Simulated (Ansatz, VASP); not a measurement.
# Two plane-wave programs on LiH

File INCAR:

```
PREC = Accurate ; ENCUT = 520
EDIFF = 1E-6 ; ISMEAR = 0
SIGMA = 0.02 ; LREAL = F
LASPH = T ; NELM = 100
ALGO = Normal ; ISIF = 2
LWAVE = F ; LCHARG = F
GGA = PE ; NBANDS = 9
```

Contents of KPOINTS:

```
Automatic mesh
0
Gamma
  10 10 10
```

File POSCAR:

```
LiH
1.0
    0.0000000000      2.0680686427      2.0680686427
    2.0680686427      0.0000000000      2.0680686427
    2.0680686427      2.0680686427      0.0000000000
Li H
1 1
Direct
    0.0000000000      0.0000000000      0.0000000000
    0.5000000000      0.5000000000      0.5000000000
```

Input for Ansatz:

```yaml
crystal:
  lattice:
    - [0.0, 2.0680686427, 2.0680686427]
    - [2.0680686427, 0.0, 2.0680686427]
    - [2.0680686427, 2.0680686427, 0.0]
  atoms:
    - { symbol: Li, position: [0.0, 0.0, 0.0] }
    - { symbol: H, position: [0.5, 0.5, 0.5] }
basis:
  ecutwfc: 420
kpoints:
  mp_grid: { grid: [10, 10, 10] }
hamiltonian:
  xc: pbe
scf:
  occupations: { method: gaussian, width: 0.02 }
output:
  forces: true
  stress: true
  eigenvalues: true
```

Alike in both runs: task single point; functional PBE; k mesh 10 × 10 × 10; occupations gaussian, width 0.02 eV; no spin polarisation.

```csv
,VASP,Ansatz
version,VASP 6.6.1,Ansatz 0.2.0
potentials or method,"VASP PAW PBE potentials, release 64 (Li_sv, H)","scalar-relativistic, plane waves, PAW"
plane-wave cutoff (eV),520,420
valence electrons in the cell,4,4
```

|  | VASP | Ansatz | Ansatz less VASP |
| --- | --- | --- | --- |
| gap on the k mesh at the Fermi level (eV) | 3.04 | 3.05 | +0.007 |
| least direct gap on the mesh (eV) | 3.04 | 3.05 | +0.007 |

 PBE gaps usually lie below the measured ones, often by a third to a half. A k mesh can miss the band edges.
